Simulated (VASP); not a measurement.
# AgCl (Fm-3m) in VASP: single point with LDA

Aim: the single point of AgCl with LDA.

All numbers are computed with VASP 6.6.1; they aren't measurements. Logs are shortened: lines on timing, memory, paths and dates and some standing lists are left out, and cuts for length are marked.

### 1 The undisturbed crystal

The structure is cubic, space group Fm-3m (No. 225). Conventional cell: a = 5.545 Å, b = 5.545 Å, c = 5.545 Å, α = 90.00°, β = 90.00°, γ = 90.00°. Around Ag (site symmetry m-3m) lie 6 Cl at 2.77 Å. Around Cl (site symmetry m-3m) lie 6 Ag at 2.77 Å.

The cell is a database's computed one.

### 2 Single point, LDA (the database cell kept)

File INCAR:

```
PREC     = Accurate       # precision mode
ENCUT    = 520            # plane-wave cutoff, eV
EDIFF    = 1E-7           # SCF threshold, eV
ISMEAR   = 0              # smearing method
SIGMA    = 0.02           # smearing width, eV
LREAL    = F              # projectors in reciprocal space
LASPH    = T              # aspherical terms in the spheres
NELM     = 100            # most SCF steps
ALGO     = Normal         # electronic algorithm
ISIF     = 2              # what is computed and relaxed
LWAVE    = F              # write WAVECAR
LCHARG   = F              # write CHGCAR
NBANDS   = 16             # bands
```

File KPOINTS:

```
Automatic mesh
0
Gamma
  8 8 8
```

File POSCAR:

```
AgCl
1.0
    0.0000000000      2.7726630000      2.7726630000
    2.7726630000      0.0000000000      2.7726630000
    2.7726630000      2.7726630000      0.0000000000
Ag Cl
1 1
Direct
    0.0000000000      0.0000000000      0.0000000000
    0.5000000000      0.5000000000      0.5000000000
```

Potentials or basis: VASP PAW LDA potentials, release 64 (Ag, Cl).

Command:

```console
$ cat potpaw_LDA.64/Ag/POTCAR potpaw_LDA.64/Cl/POTCAR > POTCAR
$ mpirun -np 1 vasp_std > vasp.out
```

OUTCAR:

```text
PREC = Accurate
   ENCUT = 520
   EDIFF = 1E-7
   ISMEAR = 0
   LREAL = F
   LASPH = T
   NELM = 100
   ISIF = 2

 ion  position               nearest neighbor table
   1  0.000  0.000  0.000-   2 2.77   2 2.77   2 2.77   2 2.77   2 2.77   2 2.77
   2  0.500  0.500  0.500-   1 2.77   1 2.77   1 2.77   1 2.77   1 2.77   1 2.77

  LATTYP: Found a face centered cubic cell.
 ALAT       =     5.5453260000

  Lattice vectors:

 A1 = (   0.0000000000,   2.7726630000,   2.7726630000)
 A2 = (   2.7726630000,   0.0000000000,   2.7726630000)
 A3 = (   2.7726630000,   2.7726630000,   0.0000000000)

Analysis of symmetry for initial positions (statically):
=====================================================================
 Subroutine PRICEL returns:
 Original cell was already a primitive cell.

 Routine SETGRP: Setting up the symmetry group for a
 face centered cubic supercell.

 Subroutine GETGRP returns: Found 48 space group operations
 (whereof 48 operations were pure point group operations)
 out of a pool of 48 trial point group operations.

The static configuration has the point symmetry O_h .

Analysis of symmetry for dynamics (positions and initial velocities):
=====================================================================
 Subroutine PRICEL returns:
 Original cell was already a primitive cell.

 Routine SETGRP: Setting up the symmetry group for a
 face centered cubic supercell.

 Subroutine GETGRP returns: Found 48 space group operations
 (whereof 48 operations were pure point group operations)
 out of a pool of 48 trial point group operations.

The dynamic configuration has the point symmetry O_h .

 Subroutine INISYM returns: Found 48 space group operations
 (whereof 48 operations are pure point group operations),
 and found     1 'primitive' translations

----------------------------------------------------------------------------------------

                                     Primitive cell

  volume of cell :      42.6306

  direct lattice vectors                    reciprocal lattice vectors
     0.000000000  2.772663000  2.772663000    -0.180332049  0.180332049  0.180332049
     2.772663000  0.000000000  2.772663000     0.180332049 -0.180332049  0.180332049
     2.772663000  2.772663000  0.000000000     0.180332049  0.180332049 -0.180332049

  length of vectors
     3.921137618  3.921137618  3.921137618     0.312344271  0.312344271  0.312344271

  position of ions in fractional coordinates (direct lattice)
     0.000000000  0.000000000  0.000000000
     0.500000000  0.500000000  0.500000000

  ion indices of the primitive-cell ions
   primitive index   ion index
                 1           1
                 2           2

----------------------------------------------------------------------------------------

 KPOINTS: Automatic mesh

Automatic generation of k-mesh.
 Grid dimensions read from file:
 generate k-points for:    8    8    8

 Generating k-lattice:

  Cartesian coordinates                     Fractional coordinates (reciprocal lattice)
    -0.022541506  0.022541506  0.022541506     0.125000000  0.000000000  0.000000000
     0.022541506 -0.022541506  0.022541506     0.000000000  0.125000000  0.000000000
     0.022541506  0.022541506 -0.022541506     0.000000000  0.000000000  0.125000000

  Length of vectors
     0.039043034  0.039043034  0.039043034

  Shift w.r.t. Gamma in fractional coordinates (k-lattice)
     0.000000000  0.000000000  0.000000000

 Subroutine IBZKPT returns following result:
 ===========================================

 Found     29 irreducible k-points:

 Following reciprocal coordinates:
            Coordinates               Weight
  0.000000  0.000000  0.000000      1.000000
  0.125000  0.000000  0.000000      8.000000
  0.250000  0.000000  0.000000      8.000000
  0.375000  0.000000  0.000000      8.000000
  0.500000  0.000000  0.000000      4.000000
  0.125000  0.125000  0.000000      6.000000
[... 16 lines left out ...]
  0.500000  0.250000  0.125000     48.000000
 -0.375000  0.250000  0.125000     24.000000
 [... further k-points ...]
   k-points           NKPTS =     29   k-points in BZ     NKDIM =     29   number of bands    NBANDS=     16
   number of dos      NEDOS =    301   number of ions     NIONS =      2
   total plane-waves  NPLWV =  27000
   dimension x,y,z NGX =    30 NGY =   30 NGZ =   30
   dimension x,y,z NGXF=    60 NGYF=   60 NGZF=   60
   ions per type =               1   1
   NGX,Y,Z   is equivalent  to a cutoff of  12.72, 12.72, 12.72 a.u.
   NGXF,Y,Z  is equivalent  to a cutoff of  25.44, 25.44, 25.44 a.u.
 SYSTEM =  unknown system
   PREC   = accura    normal or accurate (medium, high low for compatibility)
   ISTART =      0    job   : 0-new  1-cont  2-samecut
   ICHARG =      2    charge: 1-file 2-atom 10-const
   ISPIN  =      1    spin polarized calculation?
   LNONCOLLINEAR =      F non collinear calculations
   LSORBIT =      F    spin-orbit coupling
   LASPH  =      T    aspherical Exc in radial PAW
   ENCUT  =  520.0 eV  38.22 Ry    6.18 a.u.   7.29  7.29  7.29*2*pi/ulx,y,z
   NELM   =    100;   NELMIN=  2; NELMDL= -5     # of ELM steps
   EDIFF  = 0.1E-06   stopping-criterion for ELM
   LREAL  =      F    real-space projection
   EDIFFG = 0.1E-05   stopping-criterion for IOM
   NSW    =      0    number of steps for IOM
   IBRION =     -1    ionic relax: 0-MD 1-quasi-New 2-CG
   NFREE  =      0    steps in history (QN), initial steepest desc. (CG)
   ISIF   =      2    stress and relaxation
   ISYM   =      2    0-nonsym 1-usesym 2-fastsym
   POTIM  = 0.5000    time-step for ionic-motion
   TEBEG  =    0.0;   TEEND  =   0.0 temperature during run
   PSTRESS=    0.0 pullay stress
   NELECT =      18.0000    total number of electrons
   NUPDOWN=      -1.0000    fix difference up-down
   EMIN   =  10.00;   EMAX   =-10.00  energy-range for DOS
   EFERMI =   0.00;   METHOD = LEGACY
   ISMEAR =     0;   SIGMA  =   0.02  broadening in eV -4-tet -1-fermi 0-gaus
   EFERMI_NEDOS =   21; number of points for ismear=-14 and -15
   IALGO  =     38    algorithm
   IMIX   =      4    mixing-type and parameters
     AMIX     =   0.40;   BMIX     =  1.00
     AMIX_MAG =   1.60;   BMIX_MAG =  1.00
  volume/ion in A,a.u.               =      21.32       143.84
  Fermi-wavevector in a.u.,A,eV,Ry     =   1.228170  2.320905 20.523058  1.508402
  Thomas-Fermi vector in A             =   2.363106
   LORBIT       =      0    0 simple, 1 ext, 2 COOP (PROOUT), +10 PAW based schemes
   GGA     = CA    functional components
   LHFCALC =     F    Hartree Fock is set to
   AEXX    =    0.0000 exact exchange contribution
   IVDW    =     0    specifies the selected vdW correction
   LEPSILON=     F    determine dielectric tensor
   LRPA    =     F    only Hartree local field effects (RPA)
 non-spin polarized calculation
 Gauss-broadening in eV      SIGMA  =   0.02
  energy-cutoff  :      520.00
  volume of cell :       42.63
 maximum number of plane-waves:      1174
 NGX is ok and might be reduce to    30
   NGX = 15   NGY = 15   NGZ = 15

 number of electron      18.0000005 magnetization

 Free energy of the ion-electron system (eV)
  ---------------------------------------------------
  ext. energy  EPLUGINS =         0.00000000
  ---------------------------------------------------
  free energy    TOTEN  =        -6.71282292 eV

  energy without entropy =       -6.71282292  energy(sigma->0) =       -6.71282292

 E-fermi :   3.7253     XC(G=0): -10.4425

 val. band max:        3.5844075524   @ k =   0.5000   0.0000   0.0000
 cond. band min:       4.2264364805   @ k =   0.0000   0.0000   0.0000
 fundamental gap:      0.6420289281
 Fermi energy:         3.7252753848

 k-point     1 :       0.0000    0.0000    0.0000
  band No.  band energies     occupation
      1     -11.4658      2.00000
      2       1.0613      2.00000
      3       1.0613      2.00000
      4       1.0613      2.00000
      5       1.0996      2.00000
      6       1.0996      2.00000
[... 8 lines left out ...]
     15      16.5857      0.00000
     16      16.5857      0.00000

 k-point     2 :       0.1250    0.0000    0.0000
  band No.  band energies     occupation
      1     -11.4029      2.00000
      2       0.3865      2.00000
      3       0.4469      2.00000
      4       0.4469      2.00000
      5       1.1174      2.00000
      6       1.1174      2.00000
[... 8 lines left out ...]
     15      15.4667      0.00000
     16      16.0064      0.00000

 k-point     3 :       0.2500    0.0000    0.0000
  band No.  band energies     occupation
      1     -11.2443      2.00000
      2      -0.6682      2.00000
      3      -0.1300      2.00000
      4      -0.1300      2.00000
      5       1.2477      2.00000
      6       1.2477      2.00000
[... 8 lines left out ...]
     15      15.7552      0.00000
     16      15.9013      0.00000

 k-point     4 :       0.3750    0.0000    0.0000
  band No.  band energies     occupation
      1     -11.0751      2.00000
      2      -1.4633      2.00000
      3      -0.4979      2.00000
      4      -0.4979      2.00000
      5       1.3835      2.00000
      6       1.3835      2.00000
[... 8 lines left out ...]
     15      16.6440      0.00000
     16      16.6440      0.00000
[... 324 lines left out ...]
 k-point    22 :       0.3750    0.2500    0.1250
  band No.  band energies     occupation
      1     -11.1474      2.00000
      2      -1.0460      2.00000
      3      -0.2120      2.00000
      4       0.1537      2.00000
      5       1.1600      2.00000
      6       1.3644      2.00000
[... 8 lines left out ...]
     15      17.6698      0.00000
     16      18.7244      0.00000

 k-point    23 :       0.5000    0.2500    0.1250
  band No.  band energies     occupation
      1     -11.0265      2.00000
      2      -1.2617      2.00000
      3      -0.5065      2.00000
      4      -0.2515      2.00000
      5       1.2820      2.00000
      6       1.4484      2.00000
[... 8 lines left out ...]
     15      17.8748      0.00000
     16      18.5767      0.00000

 k-point    24 :      -0.3750    0.2500    0.1250
  band No.  band energies     occupation
      1     -10.9750      2.00000
      2      -1.3280      2.00000
      3      -0.5575      2.00000
      4      -0.5071      2.00000
      5       1.3730      2.00000
      6       1.4437      2.00000
[... 8 lines left out ...]
     15      16.9369      0.00000
     16      18.4495      0.00000

 [... further k-points ...]

------------------------ aborting loop because EDIFF is reached ----------------------------------------

  FORCE on cell =-STRESS in cart. coord.  units (eV):
  Direction    XX          YY          ZZ          XY          YZ          ZX
  --------------------------------------------------------------------------------------
  -------------------------------------------------------------------------------------
  Total       -1.4783874     -1.4783874     -1.4783874      0.0000000      0.0000000     -0.0000000
  in kB      -55.5619609    -55.5619609    -55.5619609      0.0000000      0.0000000     -0.0000000
  external PRESSURE =     -55.5619609 kB  Pullay stress =       0.0000000 kB

 VOLUME and BASIS-vectors are now :
 -----------------------------------------------------------------------------
  energy-cutoff  :      520.00
  volume of cell :       42.63
      direct lattice vectors                 reciprocal lattice vectors
     0.000000000  2.772663000  2.772663000    -0.180332049  0.180332049  0.180332049
     2.772663000  0.000000000  2.772663000     0.180332049 -0.180332049  0.180332049
     2.772663000  2.772663000  0.000000000     0.180332049  0.180332049 -0.180332049

 POSITION                                       TOTAL-FORCE (eV/Angst)
 -----------------------------------------------------------------------------------
      0.00000      0.00000      0.00000         0.000000     -0.000000     -0.000000
      2.77266      2.77266      2.77266        -0.000000      0.000000      0.000000
 -----------------------------------------------------------------------------------
    total drift:                               -0.000000      0.000000      0.000000

  FREE ENERGIE OF THE ION-ELECTRON SYSTEM (eV)
  ---------------------------------------------------
  free  energy   TOTEN  =        -6.7128229215 eV

  energy  without entropy=       -6.7128229215  energy(sigma->0) =       -6.71282292
```

It took 16 s on 1 thread of Intel Xeon Platinum 8488C (Sapphire Rapids), shared host; peak memory 0.15 GiB.

Results:

| Quantity | Value |
| --- | --- |
| Free energy | -6.7128 eV |
| Pressure | -5.6 GPa |
| Band gap on the k mesh | 0.64 eV, indirect (least direct gap 2.95 eV) |

A k mesh can miss the band edges.
